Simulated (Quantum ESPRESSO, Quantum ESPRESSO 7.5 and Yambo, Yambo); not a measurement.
**A GW chain in Yambo: KF (Carobbiite)**

Wanted: ground state, empty states, screening and self-energy for KF (Carobbiite).

Calculated with Quantum ESPRESSO 7.5 and Yambo 5.3.0; PBE and many-body steps on it, plane waves.

### 1. The structure

The structure is cubic, space group Fm-3m (No. 225). Conventional cell: a = 5.344 Å, b = 5.344 Å, c = 5.344 Å, α = 90.00°, β = 90.00°, γ = 90.00°. Nearest to K lie 6 F at 2.67 Å. Nearest to F lie 6 K at 2.67 Å. Farther neighbours and most contacts between anions are not listed.

The cell and positions come from the Crystallography Open Database and are kept as given unless a step says otherwise.

### 2. Ground state

This step: Quantum ESPRESSO 7.5; DFT, PBE, plane waves, norm-conserving pseudopotentials.

The ground-state density comes first.

The input, pw.in:

```
&control
  calculation = 'scf'
  prefix = 'x'
  outdir = 'o'
  pseudo_dir = 'pseudo'
/
&system
  ibrav = 0
  nat = 2
  ntyp = 2
  ecutwfc = 72.0
  nbnd = 13
  force_symmorphic = .true.
/
&electrons
  conv_thr = 1e-10
  electron_maxstep = 80
  mixing_beta = 0.5
/
ATOMIC_SPECIES
  K 39.098 K.upf
  F 18.998 F.upf
CELL_PARAMETERS angstrom
  -0.0000000000 2.6718500000 2.6718500000
  2.6718500000 -0.0000000000 2.6718500000
  2.6718500000 2.6718500000 0.0000000000
ATOMIC_POSITIONS crystal
  K 0.0000000000 0.0000000000 0.0000000000
  F 0.5000000000 0.5000000000 0.5000000000
K_POINTS automatic
  6 6 6 0 0 0
```

Run with:

```sh
$ OMP_NUM_THREADS=1 mpirun -n 4 pw.x -nk 4 -in pw.in > pw.out
```

The program printed:

```text
Program PWSCF v.7.5 starts

     This program is part of the open-source Quantum ESPRESSO suite
     for quantum simulation of materials; please cite
         "P. Giannozzi et al., J. Phys.:Condens. Matter 21 395502 (2009);
         "P. Giannozzi et al., J. Phys.:Condens. Matter 29 465901 (2017);
         "P. Giannozzi et al., J. Chem. Phys. 152 154105 (2020);
     in publications or presentations arising from this work. More details at
     Message from routine setup:
     using ibrav=0 with symmetry is DISCOURAGED, use correct ibrav instead

     G-vector sticks info

     bravais-lattice index     =            0
     lattice parameter (alat)  =       7.1405  a.u.
     unit-cell volume          =     257.4322 (a.u.)^3
     number of atoms/cell      =            2
     number of atomic types    =            2
     number of electrons       =        16.00
     number of Kohn-Sham states=           13
     kinetic-energy cutoff     =      72.0000  Ry
     charge density cutoff     =     288.0000  Ry
     scf convergence threshold =      1.0E-10
     mixing beta               =       0.5000
     number of iterations used =            8  plain     mixing
     Exchange-correlation= PBE
                           (   1   4   3   4   0   0   0)

     celldm(1)=   7.140456  celldm(2)=   0.000000  celldm(3)=   0.000000
     celldm(4)=   0.000000  celldm(5)=   0.000000  celldm(6)=   0.000000

     crystal axes: (cart. coord. in units of alat)
               a(1) = (  -0.000000   0.707107   0.707107 )
               a(2) = (   0.707107  -0.000000   0.707107 )
               a(3) = (   0.707107   0.707107   0.000000 )

     reciprocal axes: (cart. coord. in units 2 pi/alat)
               b(1) = ( -0.707107  0.707107  0.707107 )
               b(2) = (  0.707107 -0.707107  0.707107 )
               b(3) = (  0.707107  0.707107 -0.707107 )
     Pseudo is Norm-conserving + core correction, Zval =  9.0
     Generated using ONCVPSP code by D. R. Hamann
     Using radial grid of 2222 points,  6 beta functions with:
     Pseudo is Norm-conserving + core correction, Zval =  7.0
     Generated using ONCVPSP code by D. R. Hamann
     Using radial grid of  832 points,  5 beta functions with:
     K                 9.00    39.09800     K ( 1.00)
     F                 7.00    18.99800     F ( 1.00)

     48 Sym. Ops., with inversion, found

   Cartesian axes

     site n.     atom                  positions (alat units)
         1        K      tau(   1) = (   0.0000000   0.0000000   0.0000000  )
         2        F      tau(   2) = (   0.7071068   0.7071068   0.7071068  )

     number of k points=    16
                       cart. coord. in units 2pi/alat
        k(    1) = (   0.0000000   0.0000000   0.0000000), wk =   0.0092593
        k(    2) = (   0.1178511   0.1178511  -0.1178511), wk =   0.0740741
        k(    3) = (   0.2357023   0.2357023  -0.2357023), wk =   0.0740741
        k(    4) = (  -0.3535534  -0.3535534   0.3535534), wk =   0.0370370
        k(    5) = (   0.2357023   0.0000000  -0.0000000), wk =   0.0555556
        k(    6) = (   0.3535534   0.1178511  -0.1178511), wk =   0.2222222
        k(    7) = (  -0.2357023  -0.4714045   0.4714045), wk =   0.2222222
        k(    8) = (  -0.1178511  -0.3535534   0.3535534), wk =   0.2222222
        k(    9) = (   0.0000000  -0.2357023   0.2357023), wk =   0.1111111
        k(   10) = (   0.4714045   0.0000000  -0.0000000), wk =   0.0555556
     [... 4 further rows ...]
        k(   15) = (  -0.1178511  -0.3535534   0.5892557), wk =   0.2222222
        k(   16) = (  -0.7071068   0.2357023   0.0000000), wk =   0.1111111

     Dense  grid:    21187 G-vectors     FFT dimensions: (  40,  40,  40)

     Initial potential from superposition of free atoms

     starting charge      15.9808, renormalised to      16.0000
     Starting wfcs are    9 randomized atomic wfcs +    4 random wfcs

     per-process dynamical memory:    19.1 Mb

     Self-consistent Calculation

     iteration #  1     ecut=    72.00 Ry     beta= 0.50

     total energy              =    -109.56124061 Ry
     estimated scf accuracy    <       0.27429892 Ry

     iteration #  2     ecut=    72.00 Ry     beta= 0.50

     total energy              =    -109.63747436 Ry
     estimated scf accuracy    <       0.06036261 Ry

     iteration #  3     ecut=    72.00 Ry     beta= 0.50

     total energy              =    -109.64786592 Ry
     estimated scf accuracy    <       0.00379029 Ry

     iteration #  4     ecut=    72.00 Ry     beta= 0.50

     total energy              =    -109.64818342 Ry
     estimated scf accuracy    <       0.00016829 Ry

     iteration #  5     ecut=    72.00 Ry     beta= 0.50

     total energy              =    -109.64822993 Ry
     estimated scf accuracy    <       0.00002292 Ry

     iteration #  6     ecut=    72.00 Ry     beta= 0.50

     total energy              =    -109.64823453 Ry
     estimated scf accuracy    <       0.00000945 Ry

     iteration #  7     ecut=    72.00 Ry     beta= 0.50

     total energy              =    -109.64823592 Ry
     estimated scf accuracy    <       0.00000002 Ry

     iteration #  8     ecut=    72.00 Ry     beta= 0.50

     total energy              =    -109.64823593 Ry
     estimated scf accuracy    <          4.7E-09 Ry

     iteration #  9     ecut=    72.00 Ry     beta= 0.50

     total energy              =    -109.64823593 Ry
     estimated scf accuracy    <          2.7E-10 Ry

     iteration # 10     ecut=    72.00 Ry     beta= 0.50

     End of self-consistent calculation

          k = 0.0000 0.0000 0.0000 (  2685 PWs)   bands (ev):

   -24.5780 -17.0623  -7.8279  -7.8279  -7.8279   1.5366   1.5366   1.5366
     7.7360  12.2308  12.2308  12.2308  13.8583

          k = 0.1179 0.1179-0.1179 (  2671 PWs)   bands (ev):

   -24.5547 -17.0838  -7.8973  -7.8372  -7.8372   1.3074   1.4475   1.4475
     8.4759  11.8529  12.5839  12.5839  14.1048

          k = 0.2357 0.2357-0.2357 (  2659 PWs)   bands (ev):

   -24.5076 -17.1276  -8.0340  -7.8555  -7.8555   0.9212   1.2754   1.2754
    10.0224  11.6413  13.2845  13.2845  14.8937

          k =-0.3536-0.3536 0.3536 (  2638 PWs)   bands (ev):

     [... further k-points ...]

     highest occupied, lowest unoccupied level (ev):     1.5366    7.7360

!    total energy              =    -109.64823593 Ry
     estimated scf accuracy    <          5.9E-12 Ry

     The total energy is the sum of the following terms:
     one-electron contribution =     -41.34050974 Ry
     hartree contribution      =      28.32769434 Ry
     xc contribution           =     -24.01420750 Ry
     ewald contribution        =     -72.62121304 Ry

     convergence has been achieved in  10 iterations

     XML data file, charge density, pseudopotentials, collected wavefunctions

=------------------------------------------------------------------------------=
   JOB DONE.
=------------------------------------------------------------------------------=
```

Wall time 3 s (4 MPI ranks of Arm Neoverse V2, shared host); peak memory 0.22 GiB.

This step gave:

```yaml
total_energy: -1491.8402 eV
gap: 6.199 eV
k_of_the_valence_top: 0, 0, 0
k_of_the_conduction_bottom: 0, 0, 0
least_direct_gap: 6.199 eV
```

The gap is direct, at Γ.

### 3. Bands along the symmetry lines

Levels along a band path, at the cheap level, show where the edges lie and whether the meshes to come will hold them.

The input, pw.in:

```
&control
  calculation = 'bands'
  prefix = 'x'
  outdir = 'o'
  pseudo_dir = 'pseudo'
/
&system
  ibrav = 0
  nat = 2
  ntyp = 2
  ecutwfc = 72.0
  nbnd = 14
  force_symmorphic = .true.
/
&electrons
  conv_thr = 1e-9
  electron_maxstep = 80
  diago_full_acc = .true.
  diago_thr_init = 5e-6
/
ATOMIC_SPECIES
  K 39.098 K.upf
  F 18.998 F.upf
CELL_PARAMETERS angstrom
  -0.0000000000 2.6718500000 2.6718500000
  2.6718500000 -0.0000000000 2.6718500000
  2.6718500000 2.6718500000 0.0000000000
ATOMIC_POSITIONS crystal
  K 0.0000000000 0.0000000000 0.0000000000
  F 0.5000000000 0.5000000000 0.5000000000
K_POINTS crystal
  50
  0.00000000 0.00000000 0.00000000 1
  0.06250000 0.00000000 0.06250000 1
  0.12500000 0.00000000 0.12500000 1
  0.18750000 0.00000000 0.18750000 1
  0.25000000 0.00000000 0.25000000 1
  0.31250000 0.00000000 0.31250000 1
  0.37500000 0.00000000 0.37500000 1
  0.43750000 0.00000000 0.43750000 1
  0.50000000 0.00000000 0.50000000 1
  0.51562500 0.03125000 0.51562500 1
  0.53125000 0.06250000 0.53125000 1
  0.54687500 0.09375000 0.54687500 1
  0.56250000 0.12500000 0.56250000 1
  0.57812500 0.15625000 0.57812500 1
  0.59375000 0.18750000 0.59375000 1
  0.60937500 0.21875000 0.60937500 1
  0.62500000 0.25000000 0.62500000 1
  0.37500000 0.37500000 0.75000000 1
  0.32812500 0.32812500 0.65625000 1
  0.28125000 0.28125000 0.56250000 1
  0.23437500 0.23437500 0.46875000 1
  0.18750000 0.18750000 0.37500000 1
  0.14062500 0.14062500 0.28125000 1
  0.09375000 0.09375000 0.18750000 1
  0.04687500 0.04687500 0.09375000 1
  0.00000000 0.00000000 0.00000000 1
  0.06250000 0.06250000 0.06250000 1
  0.12500000 0.12500000 0.12500000 1
  0.18750000 0.18750000 0.18750000 1
  0.25000000 0.25000000 0.25000000 1
  0.31250000 0.31250000 0.31250000 1
  0.37500000 0.37500000 0.37500000 1
  0.43750000 0.43750000 0.43750000 1
  0.50000000 0.50000000 0.50000000 1
  0.50000000 0.46875000 0.53125000 1
  0.50000000 0.43750000 0.56250000 1
  0.50000000 0.40625000 0.59375000 1
  0.50000000 0.37500000 0.62500000 1
  0.50000000 0.34375000 0.65625000 1
  0.50000000 0.31250000 0.68750000 1
  0.50000000 0.28125000 0.71875000 1
  0.50000000 0.25000000 0.75000000 1
  0.50000000 0.21875000 0.71875000 1
  0.50000000 0.18750000 0.68750000 1
  0.50000000 0.15625000 0.65625000 1
  0.50000000 0.12500000 0.62500000 1
  0.50000000 0.09375000 0.59375000 1
  0.50000000 0.06250000 0.56250000 1
  0.50000000 0.03125000 0.53125000 1
  0.50000000 0.00000000 0.50000000 1
```

The program printed:

```text
[banner, memory and clock lines left out]
Program PWSCF v.7.5 starts

     Atomic positions and unit cell read from directory:
     o/x.save/

     Message from routine setup:
     using ibrav=0 with symmetry is DISCOURAGED, use correct ibrav instead

     G-vector sticks info

     bravais-lattice index     =            0
     lattice parameter (alat)  =       7.1405  a.u.
     unit-cell volume          =     257.4322 (a.u.)^3
     number of atoms/cell      =            2
     number of atomic types    =            2
     number of electrons       =        16.00
     number of Kohn-Sham states=           14
     kinetic-energy cutoff     =      72.0000  Ry
     charge density cutoff     =     288.0000  Ry
     Exchange-correlation= PBE
                           (   1   4   3   4   0   0   0)

     celldm(1)=   7.140456  celldm(2)=   0.000000  celldm(3)=   0.000000
     celldm(4)=   0.000000  celldm(5)=   0.000000  celldm(6)=   0.000000

     crystal axes: (cart. coord. in units of alat)
               a(1) = (  -0.000000   0.707107   0.707107 )
               a(2) = (   0.707107  -0.000000   0.707107 )
               a(3) = (   0.707107   0.707107   0.000000 )

     reciprocal axes: (cart. coord. in units 2 pi/alat)
               b(1) = ( -0.707107  0.707107  0.707107 )
               b(2) = (  0.707107 -0.707107  0.707107 )
               b(3) = (  0.707107  0.707107 -0.707107 )
     Pseudo is Norm-conserving + core correction, Zval =  9.0
     Generated using ONCVPSP code by D. R. Hamann
     Using radial grid of 2222 points,  6 beta functions with:
     Pseudo is Norm-conserving + core correction, Zval =  7.0
     Generated using ONCVPSP code by D. R. Hamann
     Using radial grid of  832 points,  5 beta functions with:
     K                 9.00    39.09800     K ( 1.00)
     F                 7.00    18.99800     F ( 1.00)

     48 Sym. Ops., with inversion, found

   Cartesian axes

     site n.     atom                  positions (alat units)
         1        K      tau(   1) = (   0.0000000   0.0000000   0.0000000  )
         2        F      tau(   2) = (   0.7071068   0.7071068   0.7071068  )

     number of k points=    50
                       cart. coord. in units 2pi/alat
        k(    1) = (   0.0000000   0.0000000   0.0000000), wk =   0.0400000
        k(    2) = (   0.0000000   0.0883883   0.0000000), wk =   0.0400000
        k(    3) = (   0.0000000   0.1767767   0.0000000), wk =   0.0400000
[...]
[... 38 further rows ...]
        k(   49) = (   0.0441942   0.7071068   0.0000000), wk =   0.0400000
        k(   50) = (   0.0000000   0.7071068   0.0000000), wk =   0.0400000

     Dense  grid:    21187 G-vectors     FFT dimensions: (  40,  40,  40)

     The potential is recalculated from file :
     o/x.save/charge-density

     Starting wfcs are    9 randomized atomic wfcs +    5 random wfcs

     Band Structure Calculation

     End of band structure calculation

          k = 0.0000 0.0000 0.0000 (  2685 PWs)   bands (ev):

   -24.5780 -17.0623  -7.8279  -7.8279  -7.8279   1.5366   1.5366   1.5366
     7.7360  12.2308  12.2308  12.2308  13.8583  13.8583

          k = 0.0000 0.0884 0.0000 (  2693 PWs)   bands (ev):

   -24.5733 -17.0665  -7.8359  -7.8359  -7.8306   1.4641   1.5313   1.5313
     7.8827  12.0766  12.3321  12.3321  13.8969  13.9085

          k = 0.0000 0.1768 0.0000 (  2689 PWs)   bands (ev):

   -24.5601 -17.0770  -7.8586  -7.8586  -7.8468   1.2960   1.5182   1.5182
     8.2836  11.6892  12.6257  12.6257  14.0092  14.0256

          k =-0.0000 0.2652 0.0000 (  2666 PWs)   bands (ev):

[...]
k = 0.0000 0.4419-0.0000 (  2650 PWs)   bands (ev):

[...]
k =-0.0000 0.5303 0.0000 (  2658 PWs)   bands (ev):

[...]
k = 0.0000 0.6187-0.0000 (  2650 PWs)   bands (ev):

[...]
k = 0.4640 0.4640-0.0000 (  2650 PWs)   bands (ev):

[...]
k = 0.3315 0.3315-0.0000 (  2650 PWs)   bands (ev):

[...]
k = 0.3094 0.7071-0.0000 (  2648 PWs)   bands (ev):

[...]
k = 0.2210 0.7071-0.0000 (  2654 PWs)   bands (ev):

[...]
k = 0.1768 0.7071-0.0000 (  2648 PWs)   bands (ev):

[...]
k = 0.0442 0.7071 0.0000 (  2660 PWs)   bands (ev):

   -24.4629 -17.0804  -8.3803  -8.0415  -8.0335   1.3295   1.4680   1.4786
     9.7987  11.8937  13.2933  15.0563  15.6248  15.6822

          k = 0.0000 0.7071 0.0000 (  2650 PWs)   bands (ev):

   -24.4630 -17.0794  -8.3835  -8.0381  -8.0381   1.3290   1.4816   1.4816
     9.7709  11.8646  13.3544  15.0554  15.6245  15.6246

     XML data file, pseudopotentials, collected wavefunctions
```

Elapsed: 3.1 s, on 4 MPI ranks; peak memory 0.2 GiB; 12 s of CPU time.

Numbers from this step:

```yaml
gap: 6.199 eV
k_of_the_valence_top: 0, 0, 0
k_of_the_conduction_bottom: 0, 0, 0
least_direct_gap: 6.199 eV
```

The gap is 6.199 eV, as in the run before at this level.

The electronic bands at the labelled points (eV, zero at the top of the highest filled band; v1 is the highest filled band, c1 the lowest empty one):

```
    point     v4     v3     v2     v1    c1     c2     c3     c4
        Γ  -9.36   0.00   0.00   0.00  6.20  10.69  10.69  10.69
  halfway  -9.47  -0.48  -0.05  -0.05  8.00   9.20  12.12  12.12
        X  -9.57  -0.21  -0.06  -0.06  8.23  10.33  11.82  13.52
  halfway  -9.56  -0.20  -0.14  -0.10  8.45  10.55  11.42  13.52
        U  -9.51  -0.33  -0.19  -0.19  8.98  10.74  11.08  13.51
jump to K  -9.51  -0.33  -0.19  -0.19  8.98  10.74  11.08  13.51
  halfway  -9.37  -0.54  -0.27  -0.08  8.24   9.85  11.63  11.72
        Γ  -9.36   0.00   0.00   0.00  6.20  10.69  10.69  10.69
  halfway  -9.38  -0.43  -0.18  -0.18  7.71  10.11  11.41  11.41
        L  -9.40  -0.78  -0.34  -0.34  9.09  10.63  12.05  12.05
  halfway  -9.44  -0.56  -0.28  -0.25  9.42  10.11  11.67  12.67
        W  -9.45  -0.40  -0.16  -0.16  9.75   9.75  11.21  13.35
  halfway  -9.51  -0.23  -0.20  -0.09  8.66  10.73  11.06  13.50
        X  -9.57  -0.21  -0.06  -0.06  8.23  10.33  11.82  13.52
```

The electronic bands as a text plot (rows in eV, shown from -8.0 to 12.2 only):

```
   11.8 |    +++  ++++++   ++++++++         ++++++++++++       ++
   10.9 |++++          ++++      +++++++++++     +++    +++++++
   10.1 |  ++      ++++    ++++++++++    ++++++++   +++++++++  ++
    9.3 |    +++  +       ++++++                +++++++++  ++
    8.4 |     ++++++++++++      +            +++             ++++
    7.6 |    +                   ++         +
    6.7 | +++                      +++  ++++
    5.9 |+                            ++
    5.0 |
    4.2 |
    3.4 |
    2.5 |
    1.7 |
    0.8 |
    0.0 |********************************************************
   -0.8 |     ****         ******           *************
   -1.7 |
   -2.5 |
   -3.4 |
   -4.2 |
   -5.1 |
   -5.9 |
   -6.7 |
   -7.6 |
         Γ           X  U|K            Γ         L        W     X
```

(Part 1 of 2 ends here.)

[Paths, hosts, dates, memory and timing lines, banners, echoed tables and standing remarks are left out of the program output.]

[Logs are printed without paths, hosts, clocks, repeated set-up lines and the standing remarks that a program may print on its own settings, such as how far it seeks lower states.]

[Runs of the session that timed out or met a known fault of the program may be left out.]

[Hosts, paths, dates, database ids (printed as entryN), source tags and the programs' standing remarks are cut or masked in the printed files.]
